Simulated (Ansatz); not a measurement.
How far is PAW off for In?

```
In
1.0
    -1.64225    1.64225    2.49845
     1.64225   -1.64225    2.49845
     1.64225    1.64225   -2.49845
In
1
Cartesian
  0.0000 0.0000 0.0000
```

The conventional cell has a = 3.285 Å, b = 3.285 Å, c = 4.997 Å, α = 90.00°, β = 90.00°, γ = 90.00°. In (atom 1) is surrounded by 12 In at 3.28 to 3.41 Å.

The cell comes from COD entry 9017523, which wasn't checked; take it as a given geometry. The listed cell was then made from it by scaling, straining or moving an atom.

Spin–orbit coupling is left out, though it moves levels of the heavy atoms by tenths of an eV or more.

Levels of theory: DFT, LDA, PAW with Ansatz's default frozen-core files, scalar-relativistic (Ansatz 0.2.0); DFT, LDA, all-electron LAPW, scalar-relativistic (Ansatz 0.2.0).

For PAW: a Γ-centred 12×12×14 k mesh, Fermi–Dirac smearing of 0.05 eV, cutoff 420 eV, no spin polarisation; the PAW files were made with PBE, and the program remakes their frozen cores for this functional; this mesh doesn't keep the crystal's whole symmetry, which leaves small spurious terms. LAPW targets a basis error of 1 meV/atom. The Ansatz runs share mesh, smearing and spin set-up. Plane-wave (PAW) pressures include the program's estimate of the Pulay term.

Stress and pressure are positive in compression.

The change that made this cell: volume scaled by 1.03.

| quantity | PAW | LAPW |
| --- | --- | --- |
| pressure (GPa) | -3.53 | -3.52 |
| stress xx (GPa) | -3.68 | -3.67 |
| stress zz (GPa) | -3.23 | -3.22 |
| stress yz (GPa) | 0.12 | 0.12 |
| stress xz (GPa) | 0.12 | 0.12 |
| stress xy (GPa) | -0.10 | -0.10 |

PAW's pressure differs from the LAPW value by about 0.01 GPa or less.
